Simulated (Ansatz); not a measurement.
# Relaxing B in the bcc type

First guess:

```
CELL_PARAMETERS angstrom
-1.40625 1.40625 1.40625
1.40625 -1.40625 1.40625
1.40625 1.40625 -1.40625
ATOMIC_POSITIONS crystal
B 0.00000 0.00000 0.00000
```

Computed with DFT, PBE, PAW with Ansatz's default frozen-core files, scalar-relativistic (Ansatz 0.2.0).

Cell and atoms relax within the symmetry of the start on a 18×18×18 k mesh with 0.08 eV Fermi–Dirac smearing.

The start is built from a prototype, known or not as a phase of this compound; the cutoff is 420 eV.

**Question.** What is the pressure of the first guess?

**Answer.** -36.0 GPa.

**Question.** What does it relax to?

**Answer.** a = 2.308 Å, b = 2.308 Å, c = 2.308 Å, α = 90.00°, β = 90.00°, γ = 90.00° (conventional cell), 6.14 Å³ per atom:
```
CELL_PARAMETERS angstrom
-1.15380 1.15380 1.15380
1.15380 -1.15380 1.15380
1.15380 1.15380 -1.15380
ATOMIC_POSITIONS crystal
B 0.00000 0.00000 0.00000
```

**Question.** How much energy does the relaxation release?

**Answer.** 948 meV/atom.
